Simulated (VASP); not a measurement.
# GaN (P6_3mc) in VASP: further runs

The runs below take GaN through relaxation of cell and atoms, with PBE.

All numbers are computed with VASP 6.6.1; they aren't measurements. Logs are shortened: lines on timing, memory, paths and dates and some standing lists are left out, and cuts for length are marked.

### Step 1. Starting point

The structure is hexagonal, space group P6_3mc (No. 186). The conventional cell has a = 3.180 Å, b = 3.180 Å, c = 5.166 Å, α = 90.00°, β = 90.00°, γ = 120.00°. Around Ga (site symmetry 3m) lie 4 N at 1.94 to 1.95 Å. N (site symmetry 3m) has 4 Ga at 1.94 to 1.95 Å as nearest neighbours.

### Step 2. Relaxation of cell and atoms, PBE

File INCAR:

```
ALGO     = Normal         # electronic algorithm
EDIFF    = 1E-6           # SCF threshold, eV
EDIFFG   = -0.01          # ionic threshold
ENCUT    = 600            # plane-wave cutoff, eV
GGA      = PE             # functional
IBRION   = 2              # ionic algorithm
ISIF     = 3              # what is computed and relaxed
ISMEAR   = 0              # smearing method
KPAR     = 2            
LASPH    = True           # aspherical terms in the spheres
LCHARG   = False          # write CHGCAR
LREAL    = False          # projectors in reciprocal space
LWAVE    = False          # write WAVECAR
NELM     = 80             # most SCF steps
NSW      = 90             # ionic steps
PREC     = Accurate       # precision mode
SIGMA    = 0.03           # smearing width, eV
```

File KPOINTS:

```
k-points
0
Gamma
  12 12 5
```

File POSCAR:

```
GaN
1.0
    3.1800000000      0.0000000000      0.0000000000
   -1.5900000000      2.7539607840      0.0000000000
    0.0000000000      0.0000000000      5.1660000000
Ga N
2 2
Direct
    0.3333333333      0.6666666667      0.0000000000
    0.6666666667      0.3333333333      0.5000000000
    0.3333333333      0.6666666667      0.3750000000
    0.6666666667      0.3333333333      0.8750000000
```

Potentials or basis: VASP PAW PBE potentials, release 64 (Ga_d, N).

The run is started by

```bash
cat potpaw_PBE.64/Ga_d/POTCAR potpaw_PBE.64/N/POTCAR > POTCAR
mpirun -np 2 vasp_std > vasp.out
```

OUTCAR:

```text
EDIFF = 1E-6
   EDIFFG = -0.01
   ENCUT = 600
   GGA = PE
   IBRION = 2
   ISIF = 3
   ISMEAR = 0
   LASPH = True
   LREAL = False
   NELM = 80
   NSW = 90
   PREC = Accurate

 ion  position               nearest neighbor table
   1  0.333  0.667  0.000-   3 1.94   4 1.95   4 1.95   4 1.95
   2  0.667  0.333  0.500-   4 1.94   3 1.95   3 1.95   3 1.95
   3  0.333  0.667  0.375-   1 1.94   2 1.95   2 1.95   2 1.95
   4  0.667  0.333  0.875-   2 1.94   1 1.95   1 1.95   1 1.95

  LATTYP: Found a hexagonal cell.
 ALAT       =     3.1800000000
 C/A-ratio  =     1.6245283019

  Lattice vectors:

 A1 = (   3.1800000000,   0.0000000000,   0.0000000000)
 A2 = (  -1.5900000000,   2.7539607840,   0.0000000000)
 A3 = (   0.0000000000,   0.0000000000,   5.1660000000)

Analysis of symmetry for initial positions (statically):
=====================================================================
 Subroutine PRICEL returns:
 Original cell was already a primitive cell.

 Routine SETGRP: Setting up the symmetry group for a
 hexagonal supercell.

 Subroutine GETGRP returns: Found 12 space group operations
 (whereof  6 operations were pure point group operations)
 out of a pool of 24 trial point group operations.

The static configuration has the point symmetry C_3v.
 The point group associated with its full space group is C_6v.

Analysis of symmetry for dynamics (positions and initial velocities):
=====================================================================
 Subroutine PRICEL returns:
 Original cell was already a primitive cell.

 Routine SETGRP: Setting up the symmetry group for a
 hexagonal supercell.

 Subroutine GETGRP returns: Found 12 space group operations
 (whereof  6 operations were pure point group operations)
 out of a pool of 24 trial point group operations.

The dynamic configuration has the point symmetry C_3v.
 The point group associated with its full space group is C_6v.

 Subroutine INISYM returns: Found 12 space group operations
 (whereof  6 operations are pure point group operations),
 and found     1 'primitive' translations

----------------------------------------------------------------------------------------

                                     Primitive cell

[... 95 lines left out ...]
   LREAL  =      F    real-space projection
   EDIFFG = -.1E-01   stopping-criterion for IOM
   NSW    =     90    number of steps for IOM
   IBRION =      2    ionic relax: 0-MD 1-quasi-New 2-CG
   NFREE  =      1    steps in history (QN), initial steepest desc. (CG)
   ISIF   =      3    stress and relaxation
   ISYM   =      2    0-nonsym 1-usesym 2-fastsym
   POTIM  = 0.5000    time-step for ionic-motion
   TEBEG  =    0.0;   TEEND  =   0.0 temperature during run
   PSTRESS=    0.0 pullay stress
   NELECT =      36.0000    total number of electrons
   NUPDOWN=      -1.0000    fix difference up-down
   EMIN   =  10.00;   EMAX   =-10.00  energy-range for DOS
   EFERMI =   0.00;   METHOD = LEGACY
   ISMEAR =     0;   SIGMA  =   0.03  broadening in eV -4-tet -1-fermi 0-gaus
   EFERMI_NEDOS =   21; number of points for ismear=-14 and -15
   IALGO  =     38    algorithm
   IMIX   =      4    mixing-type and parameters
     AMIX     =   0.40;   BMIX     =  1.00
     AMIX_MAG =   1.60;   BMIX_MAG =  1.00
  volume/ion in A,a.u.               =      11.31        76.33
  Fermi-wavevector in a.u.,A,eV,Ry     =   1.517036  2.866782 31.312427  2.301398
  Thomas-Fermi vector in A             =   2.626345
   LORBIT       =      0    0 simple, 1 ext, 2 COOP (PROOUT), +10 PAW based schemes
   GGA     = PE    functional components
   LHFCALC =     F    Hartree Fock is set to
   AEXX    =    0.0000 exact exchange contribution
   IVDW    =     0    specifies the selected vdW correction
   LEPSILON=     F    determine dielectric tensor
   LRPA    =     F    only Hartree local field effects (RPA)
 conjugate gradient relaxation of ions
 non-spin polarized calculation
 Gauss-broadening in eV      SIGMA  =   0.03
  energy-cutoff  :      600.00
  volume of cell :       45.24
 maximum number of plane-waves:      1529
 NGX is ok and might be reduce to    28
   NGX = 13   NGY = 13   NGZ = 21

--------------------------------------- Ionic step        1  -------------------------------------------

 number of electron      35.9999995 magnetization

 Free energy of the ion-electron system (eV)
  ---------------------------------------------------
  ext. energy  EPLUGINS =         0.00000000
  ---------------------------------------------------
  free energy    TOTEN  =       -24.28804515 eV

  energy without entropy =      -24.28804515  energy(sigma->0) =      -24.28804515

------------------------ aborting loop because EDIFF is reached ----------------------------------------

  FORCE on cell =-STRESS in cart. coord.  units (eV):
  Direction    XX          YY          ZZ          XY          YZ          ZX
  --------------------------------------------------------------------------------------
  -------------------------------------------------------------------------------------
  Total        1.8205718      1.8205718      2.4334264      0.0000000      0.0000000     -0.0000000
  in kB       64.4731848     64.4731848     86.1766341      0.0000000      0.0000000     -0.0000000
  external PRESSURE =      71.7076679 kB  Pullay stress =       0.0000000 kB
[... 139 lines left out ...]
--------------------------------------- Ionic step        5  -------------------------------------------

 number of electron      36.0000002 magnetization

 Free energy of the ion-electron system (eV)
  ---------------------------------------------------
  ext. energy  EPLUGINS =         0.00000000
  ---------------------------------------------------
  free energy    TOTEN  =       -24.32829573 eV

  energy without entropy =      -24.32829573  energy(sigma->0) =      -24.32829573

 E-fermi :   5.1958     XC(G=0): -11.5190

 val. band max:        5.0178106816   @ k =   0.0000   0.0000   0.0000
 cond. band min:       6.7357145793   @ k =   0.0000   0.0000   0.0000
 fundamental gap:      1.7179038978
 Fermi energy:         5.1957534243

 k-point     1 :       0.0000    0.0000    0.0000
  band No.  band energies     occupation
      1     -10.7255      2.00000
      2      -9.8997      2.00000
      3      -8.4056      2.00000
      4      -8.3906      2.00000
      5      -8.3906      2.00000
      6      -8.3347      2.00000
[... 589 lines left out ...]
     21      11.9650      0.00000
     22      13.0427      0.00000

 [... further k-points ...]
[... 5 lines left out ...]
  --------------------------------------------------------------------------------------
  -------------------------------------------------------------------------------------
  Total        0.0276367      0.0276367      0.0264826      0.0000000      0.0000000      0.0000000
  in kB        0.9421166      0.9421166      0.9027757      0.0000000      0.0000000      0.0000000
  external PRESSURE =       0.9290030 kB  Pullay stress =       0.0000000 kB
[... 19 lines left out ...]
  FREE ENERGIE OF THE ION-ELECTRON SYSTEM (eV)
  ---------------------------------------------------
  free  energy   TOTEN  =       -24.3282957324 eV

  energy  without entropy=      -24.3282957324  energy(sigma->0) =      -24.32829573

 reached required accuracy - stopping structural energy minimisation
```

OSZICAR:

```text
N       E                     dE             d eps       ncg     rms          rms(c)
DAV:   1     0.295756942507E+03    0.29576E+03   -0.20202E+04  2624   0.334E+03
DAV:   2     0.988908874287E+01   -0.28587E+03   -0.27665E+03  2770   0.574E+02
[... 43 lines left out ...]
   4 F= -.24328269E+02 E0= -.24328269E+02  d E =-.402234E-01
       N       E                     dE             d eps       ncg     rms          rms(c)
DAV:   1    -0.243283381397E+02   -0.68715E-04   -0.39645E-03  2652   0.516E-01    0.443E-02
DAV:   2    -0.243283130321E+02    0.25108E-04   -0.14273E-04  3624   0.174E-01    0.260E-02
DAV:   3    -0.243282950186E+02    0.18013E-04   -0.25110E-05  3404   0.783E-02    0.245E-03
DAV:   4    -0.243282957324E+02   -0.71384E-06   -0.79653E-06  2564   0.286E-02
   5 F= -.24328296E+02 E0= -.24328296E+02  d E =-.271699E-04
```

CONTCAR:

```text
GaN
   1.00000000000000
     3.2171485524704395   -0.0000000000000000   -0.0000000000000000
    -1.6085742762352198    2.7861323741520092    0.0000000000000000
     0.0000000000000000    0.0000000000000000    5.2434746817892099
  Ga              N
     2     2
Direct
     0.3333333332999970    0.6666666667000030    0.9992400813029199
     0.6666666667000030    0.3333333332999970    0.4992400813029199
     0.3333333332999970    0.6666666667000030    0.3757599186970801
     0.6666666667000030    0.3333333332999970    0.8757599186970801

  0.00000000E+00  0.00000000E+00  0.00000000E+00
  0.00000000E+00  0.00000000E+00  0.00000000E+00
  0.00000000E+00  0.00000000E+00  0.00000000E+00
  0.00000000E+00  0.00000000E+00  0.00000000E+00
```

Run time: 2.3 min. Hardware: 2 MPI ranks of AMD EPYC 7R13 (Zen 3), shared host; peak memory 0.2 GiB.

Results:

```yaml
Free_energy: -24.3283 eV
Relaxed_volume: 11.75 Å³/atom
Relaxed_cell: a = 3.217 Å, b = 3.217 Å, c = 5.243 Å, α = 90.00°, β = 90.00°, γ = 120.00°
Space_group_after_relaxing_to_0.05_Å: P6_3mc (No. 186)
Energy_gained_by_relaxing: 10.1 meV/atom
Ionic_steps: 5
Pressure_after_relaxing: 0.1 GPa
Largest_force_after_relaxing: 0.007 eV/Å
Band_gap_on_the_k_mesh: 1.72 eV, direct
```

Forces on the atoms (eV/Å):
```
Ga   0.000  0.000 -0.007
Ga   0.000  0.000 -0.007
N    0.000  0.000  0.007
N    0.000  0.000  0.007
```

Step by step:
```csv
step,energy change (eV),largest force (eV/Å),pressure (GPa),volume (Å³)
1,0.0000,0.1346,7.17,45.24
2,-0.0118,0.0620,-5.27,48.64
3,-0.0402,0.0105,-0.03,47.03
4,-0.0402,0.0127,0.13,47.00
5,-0.0403,0.0073,0.09,47.00
```

Final structure:
```
CELL_PARAMETERS angstrom
3.21715 0.00000 0.00000
-1.60857 2.78613 0.00000
0.00000 0.00000 5.24347
ATOMIC_POSITIONS crystal
Ga 0.33333 0.66667 0.99924
Ga 0.66667 0.33333 0.49924
N 0.33333 0.66667 0.37576
N 0.66667 0.33333 0.87576
```

### Step 3. Relaxation of cell and atoms, PBE

This run uses another cell than the first one, of 11.75 Å³/atom, 1.039 times its volume.

Edit INCAR of step 2 so:

```diff
@@ -1,4 +1,4 @@
 ALGO     = Normal         # electronic algorithm
-EDIFF    = 1E-6           # SCF threshold, eV
-EDIFFG   = -0.01          # ionic threshold
+EDIFF    = 1E-7           # SCF threshold, eV
+EDIFFG   = -0.005         # ionic threshold
 ENCUT    = 600            # plane-wave cutoff, eV
```

KPOINTS is that of step 2.

File POSCAR:

```
GaN                                     
1.0
    3.2171485525     -0.0000000000     -0.0000000000
   -1.6085742762      2.7861323742      0.0000000000
    0.0000000000      0.0000000000      5.2434746818
  Ga              N             
     2     2
Direct
     0.3333333332999970    0.6666666667000030    0.9992400813029199
     0.6666666667000030    0.3333333332999970    0.4992400813029199
     0.3333333332999970    0.6666666667000030    0.3757599186970801
     0.6666666667000030    0.3333333332999970    0.8757599186970801
```

Potentials or basis: VASP PAW PBE potentials, release 64 (Ga_d, N).

The run is started by

```bash
cat potpaw_PBE.64/Ga_d/POTCAR potpaw_PBE.64/N/POTCAR > POTCAR
mpirun -np 2 vasp_std > vasp.out
```

Run time: 77 s. Hardware: 2 MPI ranks of AMD EPYC 7R13 (Zen 3), shared host; peak memory 0.2 GiB.

It converged, with:

```yaml
Free_energy: -24.3308 eV
Relaxed_volume: 11.76 Å³/atom
Relaxed_cell: a = 3.218 Å, b = 3.218 Å, c = 5.244 Å, α = 90.00°, β = 90.00°, γ = 120.00°
Space_group_after_relaxing_to_0.05_Å: P6_3mc (No. 186)
Energy_gained_by_relaxing: 0.0 meV/atom
Ionic_steps: 3
Pressure_after_relaxing: 0.0 GPa
Band_gap_on_the_k_mesh: 1.72 eV, direct
```

Forces in eV/Å, atoms in the order of the input:
```
Ga   0.000  0.000 -0.002
Ga   0.000  0.000 -0.002
N    0.000  0.000  0.002
N    0.000  0.000  0.002
```

Final structure:
```
Ga N
1.0
     3.21773    0.00000    0.00000
    -1.60886    2.78663    0.00000
     0.00000    0.00000    5.24405
Ga N
2 2
Direct
  0.33333 0.66667 0.99919
  0.66667 0.33333 0.49919
  0.33333 0.66667 0.37581
  0.66667 0.33333 0.87581
```

Levels at points of the mesh, in eV from the valence-band top:
```tsv
k point	band 14	band 15	band 16	band 17	band 18	band 19	band 20	band 21	band 22
(0.00, 0.00, 0.00)	-1.00	-1.00	-0.04	0.00	0.00	1.72	4.07	9.02	9.73
(0.50, 0.00, 0.00)	-5.19	-4.07	-2.64	-2.12	-0.96	4.98	5.37	5.98	8.35
```

PBE gaps usually lie below the measured ones, often by a third to a half.
